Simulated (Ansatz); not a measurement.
The following input was run with Ansatz 0.2.0.

```yaml
crystal:
  lattice:
    - [0.0, 2.4757794103, 2.4757794103]
    - [2.4757794103, 0.0, 2.4757794103]
    - [2.4757794103, 2.4757794103, 0.0]
  atoms:
    - { symbol: "Y", position: [0.0, 0.0, 0.0] }
    - { symbol: "N", position: [0.5, 0.5, 0.5] }
basis:
  ecutwfc: 420
kpoints:
  mp_grid: { grid: [12, 12, 12] }
hamiltonian:
  xc: pbesol
scf:
  occupations: { method: gaussian, width: 0.01 }
output:
  forces: true
  stress: true
  eigenvalues: true
```

Command:
```bash
ansatz run input.yaml --threads 1 --pin off --max-ram 2560MiB --backend cpu --events-out ev --progress --plain --runs-dir out
```

All numbers below come from DFT PBEsol, scalar-relativistic, plane waves, PAW in Ansatz 0.2.0.

Part of what the program printed, abridged (final results; tables in files aren't shown):

```
SCF 1 converged in 6 iterations: F = -4177.191770 eV  dr2 = 3.20e-11
SCF converged after 6 iterations
Free energy (F): -4177.191770 eV
Harris-Foulkes:  -4177.191770 eV  (|F-HF|=1.82e-12)
Internal energy: -4177.191770 eV  (E = F + TS)
E sigma→0 (E₀):  -4177.191770 eV
Fermi energy:    11.388370 eV
--- Per-component energies (eV) ---
  E_band       = -60.721090
  E_kinetic    = 434.102616
  E_local      = -622.478208  (includes V_loc(G=0)·N_el)
  E_nonlocal   = 96.249215
  E_hartree    = 190.124166
  E_xc         = -232.558742
  E_vxc        = -275.933169  (∫ρ·V_xc dr)
  E_paw        = -2895.182202  (= ΣΔE_a)
  E_vpaw       = -72.909891  (= ΣTr[D̂ρ^β])
  E_aug_tail   = 0.000090  (compensation charges beyond the density's cutoff)
  E_ewald      = -1147.625578
  E_core_change = 0.176872  (= ΣΔE_core)
  E_smearing   =  0.000000  (= −TS)
--- Forces (eV/Å), atoms counted from 1 ---
  atom   1  Y      0.00000000     0.00000000     0.00000000
  atom   2  N      0.00000000     0.00000000     0.00000000
--- Stress (GPa, compression-positive) ---
       -8.831776       0.000000       0.000000
        0.000000      -8.831776       0.000000
        0.000000       0.000000      -8.831776
  P = ⅓ Tr σ = -8.8318 GPa (-88.318 kbar)
--- Band table (eV; the first three rows and the last of 72) ---
  k-point 0: bands = ["-29.5273", "-9.2343", "-9.2343", "-9.2343", "-1.4472", "11.2986", "11.2986", "11.2986", "14.3400", "14.3400", "14.3400", "15.0416"]
  k-point 1: bands = ["-29.5205", "-9.3108", "-9.2395", "-9.2395", "-1.3359", "10.8396", "11.0637", "11.0637", "14.3894", "14.5072", "14.5072", "15.4684"]
  k-point 2: bands = ["-29.5019", "-9.5113", "-9.2537", "-9.2537", "-1.0367", "9.8867", "10.5393", "10.5393", "14.5102", "14.9605", "14.9605", "16.4285"]
  k-point 71: bands = ["-29.3914", "-9.7663", "-9.7663", "-9.5979", "-0.5633", "9.2027", "9.7167", "9.7167", "15.1725", "15.1725", "18.2782", "18.9512"]
```

Self-consistency was reached.

It took 1.3 s on 1 thread of Arm Neoverse V2, on a shared host, peak memory 0.28 GiB.